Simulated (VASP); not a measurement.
This VASP 6.6.1 run on As needs a look.

The input INCAR:

```
SYSTEM = As
PREC = Accurate ; ENCUT = 500
EDIFF = 1E-7 ; ISMEAR = -5
SIGMA = 0.1 ; LREAL = Auto
LASPH = .True. ; NELM = 74
ALGO = Fast ; ISIF = 2
LWAVE = .False. ; LCHARG = .False.
GGA = PE ; IBRION = 6
NFREE = 2 ; POTIM = 0.015
NSW = 1 ; LPHON_DISPERSION = .True.
PHON_NWRITE = -3
```

The input KPOINTS:

```
regular mesh
0
Gamma
  2 1 1
  0 0 0
```

The input POSCAR:

```
As
1.0
    8.1110452332      0.0000000000      0.0000000000
    0.0000000000      8.1110452332      0.0000000000
    0.0000000000      0.0000000000      8.1110452332
As
27
Cartesian
    1.3518408725      1.3518408725      1.3518408725
    1.3518408725      1.3518408725      4.0555226166
    1.3518408725      1.3518408725      6.7592043607
    1.3518408725      4.0555226166      1.3518408725
    1.3518408725      4.0555226166      4.0555226166
    1.3518408725      4.0555226166      6.7592043607
    1.3518408725      6.7592043607      1.3518408725
    1.3518408725      6.7592043607      4.0555226166
    1.3518408725      6.7592043607      6.7592043607
    4.0555226166      1.3518408725      1.3518408725
    4.0555226166      1.3518408725      4.0555226166
    4.0555226166      1.3518408725      6.7592043607
    4.0555226166      4.0555226166      1.3518408725
    4.0555226166      4.0555226166      4.0555226166
    4.0555226166      4.0555226166      6.7592043607
    4.0555226166      6.7592043607      1.3518408725
    4.0555226166      6.7592043607      4.0555226166
    4.0555226166      6.7592043607      6.7592043607
    6.7592043607      1.3518408725      1.3518408725
    6.7592043607      1.3518408725      4.0555226166
    6.7592043607      1.3518408725      6.7592043607
    6.7592043607      4.0555226166      1.3518408725
    6.7592043607      4.0555226166      4.0555226166
    6.7592043607      4.0555226166      6.7592043607
    6.7592043607      6.7592043607      1.3518408725
    6.7592043607      6.7592043607      4.0555226166
    6.7592043607      6.7592043607      6.7592043607
```

File QPOINTS:

```
path GXMGRX,MR
8
line-mode
reciprocal
 0.0000000000  0.0000000000  0.0000000000  G
 0.0000000000  0.5000000000  0.0000000000  X

 0.0000000000  0.5000000000  0.0000000000  X
 0.5000000000  0.5000000000  0.0000000000  M

 0.5000000000  0.5000000000  0.0000000000  M
 0.0000000000  0.0000000000  0.0000000000  G

 0.0000000000  0.0000000000  0.0000000000  G
 0.5000000000  0.5000000000  0.5000000000  R

 0.5000000000  0.5000000000  0.5000000000  R
 0.0000000000  0.5000000000  0.0000000000  X

 0.5000000000  0.5000000000  0.0000000000  M
 0.5000000000  0.5000000000  0.5000000000  R
```

Potentials or basis: VASP PAW PBE potentials, release 64 (As).

Run with:

```bash
$ cat potpaw_PBE.64/As/POTCAR > POTCAR
$ mpirun -np 1 vasp_std > vasp.out
```

OUTCAR:

```text
SYSTEM = As
   PREC = Accurate
   ENCUT = 500
   EDIFF = 1E-7
   ISMEAR = -5
   LREAL = Auto
   LASPH = .True.
   NELM = 74
   ISIF = 2
   GGA = PE
[... 161 lines left out ...]
|     EEEEEEE  RRRRRR   RRRRRR   OOOOOOO  RRRRRR      ###     ###     ###     |
|     E        R     R  R     R  O     O  R     R     ###     ###     ###     |
|     E        R     R  R     R  O     O  R     R     ###     ###     ###     |
|     EEEEE    RRRRRR   RRRRRR   O     O  RRRRRR       #       #       #      |
|     E        R   R    R   R    O     O  R   R                               |
|     E        R    R   R    R   O     O  R    R      ###     ###     ###     |
|     EEEEEEE  R     R  R     R  OOOOOOO  R     R     ###     ###     ###     |
|                                                                             |
|     IBZKPT: tetrahedron method fails for NKPT<4. NKPT = 2                   |
|                                                                             |
|       ---->  I REFUSE TO CONTINUE WITH THIS SICK JOB ... BYE!!! <----       |
|                                                                             |
 -----------------------------------------------------------------------------
```

On the terminal:

```text
POSCAR found type information on POSCAR As
 POSCAR found :  1 types and      27 ions
[... 36 lines left out ...]

1
```

Diagnose the run.

The program refused the input. The input holds a flaw that was put in on purpose: tetrahedra on too few k points (ISMEAR = -5; k = 2 × 1 × 1).
